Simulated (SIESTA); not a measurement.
Tl under changes of volume

One of the cells (30.627 Å³/atom); the others are scaled copies at fixed shape and fractional positions:

```xyz
4
Lattice="3.5319 0.0000 0.0000 -1.7659 3.0587 0.0000 0.0000 0.0000 11.3402" Properties=species:S:1:pos:R:3 pbc="T T T"
Tl    1.7659    1.0196    8.5052
Tl    0.0000    0.0000    5.6701
Tl    0.0000    2.0391    2.8351
Tl    0.0000    0.0000    0.0000
```

```yaml
Program: SIESTA 5.4.2
Functional: PBE
Potentials_or_basis: PseudoDojo 0.4 standard (PBE files)
Basis: DZP (energy shift 0.003 Ry; two zetas on semicore shells)
Grid_cutoff: 500 Ry
Energy_shift: 0.003 Ry
k_mesh: 9 × 9 × 3
Occupations: fermi-dirac, width 0.05 eV
Spin: no spin polarisation
```

| volume (Å³/atom) | energy over the lowest point (meV/atom) | pressure (GPa) |
| --- | --- | --- |
| 28.225 | 24.78 | 3.5 |
| 28.825 | 13.72 | 2.5 |
| 29.426 | ? | ? |
| 30.627 | 0.00 | 0.2 |
| 31.227 | 0.44 | -0.3 |
| 31.828 | 2.79 | -0.8 |

What does the run at 29.426 Å³/atom give?

Energy over the lowest point 6.23 meV/atom; pressure 1.6 GPa.

Worked out: A Birch-Murnaghan fit of order 3 (a polynomial in V^(-2/3)) to the other rows has its minimum at 30.80 Å³/atom with B0 = V·E''(V) = 29 GPa and B' = 7.3 at fixed shape and positions, which overstates the stiffness. It gives 6.22 meV/atom at 29.426 Å³/atom, against the run's 6.23, and -dE/dV = 1.6 GPa, against 1.6.

Energies are extrapolated to zero smearing.

Caveats: the basis of atomic orbitals isn't converged, which shifts pressures, moduli and gaps.
